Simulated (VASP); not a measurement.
# CaO in VASP: one cell, several levels of theory

What does VASP give for rocksalt CaO, under +1.0 % equal strain in all directions, the cell held fixed? Runs: PBE, r2SCAN.

Code: VASP 6.6.1. PAW datasets, plane waves. The values are computed, spin-unpolarised, and not measurements.

**1. The system as given**

The cell comes from an earlier relaxation with r2SCAN in another program.

It is cubic, Fm-3m (No. 225); conventional cell a = 4.843 Å, 14.20 Å³ an atom. Around Ca lie 6 O at 2.42 Å; around O lie 6 Ca at 2.42 Å.

Coordinates:

```
CELL_PARAMETERS angstrom
0.00000 2.42153 2.42153
2.42153 0.00000 2.42153
2.42153 2.42153 0.00000
ATOMIC_POSITIONS crystal
Ca 0.00000 0.00000 0.00000
O 0.50000 0.50000 0.50000
```

**2. PBE**

Contents of INCAR:

```
ENCUT = 520.000000
SIGMA = 0.020000
EDIFF = 1.00e-07
GGA = PE
PREC = Accurate
IBRION = -1
ISIF = 2
ISMEAR = -1
NBANDS = 15
NELM = 120
NSW = 0
LASPH = .TRUE.
LCHARG = .FALSE.
LWAVE = .FALSE.
LREAL = .FALSE.
```

Contents of KPOINTS:

```
KPOINTS created by Atomic Simulation Environment
0
Gamma
10 10 10
0 0 0
```

Contents of KPOINTS_OPT:

```
special points
7
Reciprocal
0.0000000000 0.0000000000 0.0000000000 1
0.5000000000 0.0000000000 0.5000000000 1
0.6250000000 0.2500000000 0.6250000000 1
0.3750000000 0.3750000000 0.7500000000 1
0.5000000000 0.5000000000 0.5000000000 1
0.5000000000 0.2500000000 0.7500000000 1
0.0000000000 0.5000000000 0.5000000000 1
```

Contents of POSCAR:

```
Ca O
 1.0000000000000000
     0.0000000000000000    2.4215256147000002    2.4215256147000002
     2.4215256147000002    0.0000000000000000    2.4215256147000002
     2.4215256147000002    2.4215256147000002    0.0000000000000000
 Ca  O
   1   1
Cartesian
  0.0000000000000000  0.0000000000000000  0.0000000000000000
  2.4215256147000002  2.4215256147000002  2.4215256147000002
```

The run uses the recommended PBE PAW datasets (16 valence electrons a neutral cell).

The run is started by

```sh
$ mpirun -np 1 vasp_std
```

**3. r2SCAN at this geometry**

Contents of INCAR:

```
ENCUT = 520.000000
SIGMA = 0.010000
EDIFF = 1.00e-07
ALGO = Normal
METAGGA = R2SCAN
PREC = Accurate
IBRION = -1
ISIF = 2
ISMEAR = 0
NBANDS = 15
NELM = 120
NSW = 0
LASPH = .TRUE.
LCHARG = .FALSE.
LWAVE = .FALSE.
LREAL = .FALSE.
```

KPOINTS is that of step 2.

KPOINTS_OPT is that of step 2.

POSCAR is that of step 2.

**Question.** What will these runs give? Wanted: for each run, gap; pressure.

As calculated:

| level | gap (eV) | pressure (GPa) |
| --- | --- | --- |
| PBE | 3.64 | -0.25 |
| r2SCAN | 4.19 | -2.34 |

The gap spans 3.64 eV (PBE) to 4.19 eV (r2SCAN). At this one volume the pressure spans -2.3 GPa (r2SCAN) to -0.3 GPa (PBE): PBE wants the largest cell and r2SCAN the smallest.
